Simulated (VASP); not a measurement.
A run of VASP 6.6.1 is set up as follows.

Contents of INCAR:

```
PREC = Accurate
ENCUT = 520
EDIFF = 1E-8
ISMEAR = -1
SIGMA = 0.05
LREAL = Auto
LASPH = T
NELM = 60
ALGO = Normal
ISIF = 2
LWAVE = F
LCHARG = F
GGA = PE
LEFG = T
NBANDS = 46
```

File KPOINTS:

```
regular mesh
0
Gamma
  15 15 2
```

File POSCAR:

```
C
1.0
    2.5221000000      0.0000000000      0.0000000000
   -1.2610500000      2.1842026709      0.0000000000
    0.0000000000      0.0000000000     16.4743000000
C
16
Direct
    0.0000000000      0.0000000000      0.0468800000
    0.0000000000      0.0000000000      0.5468800000
    0.0000000000      0.0000000000      0.4531200000
    0.0000000000      0.0000000000      0.9531200000
    0.3333333333      0.6666666667      0.0781300000
    0.6666666667      0.3333333333      0.5781300000
    0.3333333333      0.6666666667      0.4218700000
    0.6666666667      0.3333333333      0.9218700000
    0.3333333333      0.6666666667      0.1718800000
    0.6666666667      0.3333333333      0.6718800000
    0.3333333333      0.6666666667      0.3281200000
    0.6666666667      0.3333333333      0.8281200000
    0.3333333333      0.6666666667      0.7968800000
    0.6666666667      0.3333333333      0.2968800000
    0.3333333333      0.6666666667      0.7031200000
    0.6666666667      0.3333333333      0.2031200000
```

Potentials or basis: VASP PAW PBE potentials, release 64 (C).

The run is started by

```sh
$ cat potpaw_PBE.64/C/POTCAR > POTCAR
$ mpirun -np 1 vasp_std > vasp.out
```

**Question.** Estimate the largest force.

**Answer.** 0.323 eV/Å.

**Question.** What does it give for the pressure?

**Answer.** 2.7 GPa.

Forces on the atoms (eV/Å):
```
C    0.000  0.000 -0.024
C    0.000  0.000 -0.024
C    0.000  0.000  0.024
C    0.000  0.000  0.024
C    0.000  0.000  0.016
C    0.000  0.000  0.016
C    0.000  0.000 -0.016
C    0.000  0.000 -0.016
C    0.000  0.000 -0.318
C    0.000  0.000 -0.318
C    0.000  0.000  0.318
C    0.000  0.000  0.318
C    0.000  0.000  0.323
C    0.000  0.000  0.323
C    0.000  0.000 -0.323
C    0.000  0.000 -0.323
```
